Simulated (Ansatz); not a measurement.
# MgS under changes of volume

One of the cells (22.740 Å³/atom); the others are scaled copies at fixed shape and fractional positions:

```
S Mg
1.0
     0.00000    2.83312    2.83312
     2.83312    0.00000    2.83312
     2.83312    2.83312    0.00000
S Mg
1 1
Direct
  0.25000 0.25000 0.25000
  0.00000 0.00000 0.00000
```

The cell comes from a database or a generator and needn't be the stable form of this composition.

| Quantity | Value |
| --- | --- |
| Program | Ansatz 0.2.0 |
| Functional | PBEsol |
| Potentials or basis | Ansatz PAW |
| Cutoff | 420 eV (not typed: the program's choice for these potentials) |
| k mesh | 8 × 8 × 8 |
| Occupations | fermi-dirac, width 0.05 eV |
| Spin | no spin polarisation |

```csv
volume (Å³/atom),energy over the lowest point (meV/atom),pressure (GPa),gap on the mesh (eV)
21.376,12.17,3.5,3.59
21.831,?,?,?
22.285,0.41,0.7,3.38
22.740,0.00,-0.4,3.28
23.195,2.77,-1.5,3.19
23.650,8.41,-2.5,3.10
24.105,16.64,-3.3,3.01
```

What does the run at 21.831 Å³/atom give?

Energy over the lowest point 4.34 meV/atom; pressure 2.0 GPa; gap on the mesh 3.48 eV.

Worked out: A Birch-Murnaghan fit of order 3 (a polynomial in V^(-2/3)) to the other rows has its minimum at 22.57 Å³/atom with B0 = V·E''(V) = 58 GPa and B' = 4.1. It gives 4.33 meV/atom at 21.831 Å³/atom, against the run's 4.34, and -dE/dV = 2.0 GPa, against 2.0. A straight line through the other rows of the gap, of slope -4.81 eV per unit of ln V (its deformation potential), gives 3.48 eV, against the run's 3.48.

Energies are extrapolated to zero smearing.

Caveats: the PAW data sets come from PBE, with cores solved anew for the run's functional, which leaves a small shift of forces and pressure.

A mesh can miss the band edges.
